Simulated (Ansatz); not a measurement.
Space group P6_3/mmc (No. 194). a = 2.725 Å, b = 2.725 Å, c = 4.707 Å, α = 90.00°, β = 90.00°, γ = 120.00°
```tsv
atom	site	symmetry	x	y	z
Pt	2c	-6m2	0.6667	0.3333	0.7500
```

Equation of state of this Pt structure (not necessarily the ground state), with shape and atoms relaxed at each volume where symmetry leaves them free. It has no gap at any of these volumes. All numbers below come from Ansatz, DFT PBEsol, scalar-relativistic, plane waves, PAW.

Settings: cutoff 420 eV, Γ-centred mesh 18×18×10 on the computed 2-atom cell, Gaussian smearing of 0.10 eV; no spin polarisation.

| V (Å³/atom) | E − E(largest V) (meV/atom) | P (GPa) |
| --- | --- | --- |
| 13.320 | 141.51 | 50.34 |
| 13.774 | 22.94 | 33.98 |
| 14.228 | -53.40 | 20.44 |
| 14.682 | -94.80 | 9.24 |
| 15.136 | -107.34 | 0.00 |
| 15.590 | -96.11 | -7.59 |
| 16.044 | -65.33 | -13.83 |
| 16.650 | 0.00 | -20.38 |

Fit a third-order Birch–Murnaghan equation to E(V).

V0 = 15.13 Å³/atom, B0 = 278 GPa, B0' = 5.5.

Spin-orbit coupling is left out, which matters for the bands of heavy elements.

This form isn't the element's structure at ambient conditions.